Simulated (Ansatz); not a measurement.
Response to strain in ZnTe

Start from ZnTe in the zinc blende structure (space group F-43m, No. 216; a = 6.179 Å). Axes: x, y, z lie along the cube axes.

Strains are applied to the cell and any free atomic positions relax; under biaxial strain the out-of-plane vector relaxes too.

All numbers come from PBE, PAW, 420 eV (Ansatz, an electronic-structure program; no spin-orbit coupling).

Notes on the quantities. energy relative to the base: free energy F.

| variant | energy relative to the base | space group | hole mass | band gap |
|---|---|---|---|---|
| base | 0 meV/atom | F-43m (No. 216) | 0.078, 0.48, 0.48 mₑ (at Γ) | 1.08 eV |
| biaxial strain +1.06 %, plane normal [001], relaxed out of plane | +1.2 meV/atom | I-4m2 (No. 119) | 0.074 mₑ out of plane, 0.48 mₑ in plane (at Γ) | 0.98 eV |
| biaxial strain +2.56 %, plane normal [001], relaxed out of plane | +6.9 meV/atom | I-4m2 (No. 119) | 0.069 mₑ out of plane, 0.48 mₑ in plane (at Γ) | 0.85 eV |
| biaxial strain −2.08 %, plane normal [110], relaxed out of plane | +7.1 meV/atom | Imm2 (No. 44) | – | 1.10 eV |
| isotropic strain −2.62 % | +27 meV/atom | F-43m (No. 216) | 0.095, 0.42, 0.42 mₑ (at Γ) | 1.45 eV |
| isotropic strain +0.78 % | +2.1 meV/atom | F-43m (No. 216) | 0.072, 0.50, 0.50 mₑ (at Γ) | 0.97 eV |
| isotropic strain +2.12 % | +15 meV/atom | F-43m (No. 216) | 0.063, 0.53, 0.53 mₑ (at Γ) | 0.80 eV |
| uniaxial strain ε_xx = −2.72 % | +4.4 meV/atom | I-4m2 (No. 119) | 0.083 mₑ along x, 0.45 mₑ across (at Γ) | 1.13 eV |
| uniaxial strain ε_zz = −2.75 % | +4.5 meV/atom | I-4m2 (No. 119) | 0.083 mₑ along z, 0.45 mₑ across (at Γ) | 1.14 eV |
| tensor shear ε_yz = +0.73 % | +0.6 meV/atom | Imm2 (No. 44) | – | 1.03 eV |

Spin-orbit coupling, missing from the scalar runs, can matter with Te. Masses are band curvatures over ±0.01 Å⁻¹ around the edge. Stability against distortions was not tested.
